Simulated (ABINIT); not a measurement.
## SnSe in ABINIT: convergence with boxcutmin

Crystal: SnSe.

```
CELL_PARAMETERS angstrom
0.00000 3.39084 3.39084
3.39084 0.00000 3.39084
3.39084 3.39084 0.00000
ATOMIC_POSITIONS crystal
Sn 0.00000 0.00000 0.00000
Se 0.75000 0.75000 0.75000
```

The cell was built by a generator and needn't be a form met in nature.

- Program: ABINIT 10.8.3 (patched build)
- Task: single point
- Functional: PBE
- Potentials or basis: JTH PAW PBE v2.0 sp
- Cutoff: 599 eV
- k mesh: 7 × 7 × 7
- Occupations: cold (ABINIT), width 0.05 eV
- Spin: no spin polarisation

These are the settings of the first run; the series varies boxcutmin, with any setting tied to it.

Hardware: 1 thread of Arm Neoverse V1, on a shared host.

| boxcutmin | energy less the tightest run (meV/atom) | pressure (GPa) | SCF cycles | CPU time (s) | peak memory (GiB) |
| --- | --- | --- | --- | --- | --- |
| 1.3 | 0.53 | 0.04 | 11 | 11 | 0.11 |
| 1.5 | 0.94 | -0.08 | 12 | 13 | 0.11 |
| 1.7 | -0.86 | 0.01 | 12 | 16 | 0.12 |
| 1.85 | 0.01 | -0.05 | 12 | 16 | 0.14 |
| 2 | 0.01 | -0.05 | 12 | 18 | 0.16 |
| 2.3 | 0.01 | -0.05 | 12 | 25 | 0.18 |
| 2.7 | 0.00 | -0.05 | 12 | 35 | 0.25 |

Against the tightest run, the energy stays within 1 meV/atom from 1.3 on; the pressure stays within 0.1 GPa from 1.3 on. The tightest run that finished is the yardstick and may itself not be fully converged.

Caveat, for the tightest run too: this set keeps more shells in the core, which shifts pressures and gaps.
